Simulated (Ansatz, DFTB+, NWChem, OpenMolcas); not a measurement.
**Loss of H2: C4H6 → C4H4 + H2**

Species: C4H6 (methylenecyclopropane) `C=C1CC1`, singlet; C4H4 (1-buten-3-yne) `C#CC=C`, singlet; H2 (hydrogen), singlet. This is a balance of energies; it says nothing on the path, which may need atoms to shift.

Shapes, held fixed at every level: PBE0-D4/def2-TZVP. Programs: Ansatz 0.2.0, DFTB+ 25.1, NWChem 7.3.0, OpenMolcas 26.06. A level may come from different programs for different species; with the same settings they agree closely. The zero-point and thermal change to 298 K, harmonic and unscaled (PBE0-D4/def2-TZVP), is -27.6 kJ/mol.

| level | kind | ΔH(298 K) (kJ/mol) |
| --- | --- | --- |
| DFTB1 | semi-empirical | +196.8 |
| HF/STO-3G | Hartree–Fock | +213.1 |
| HF/3-21G | Hartree–Fock | +76.4 |
| HF/def2-SVP | Hartree–Fock | +112.0 |
| B3LYP/6-31G* (Cartesian functions) | global hybrid | +112.2 |
| PBE0/def2-SVP | global hybrid | +158.6 |

PBE0/def2-SVP gives ΔH(298 K) = +158.6 kJ/mol; the levels span +76.4 to +213.1. The median of the levels is +135.4. No measured value is set beside it here. Rows in sets without polarisation functions are far from converged.
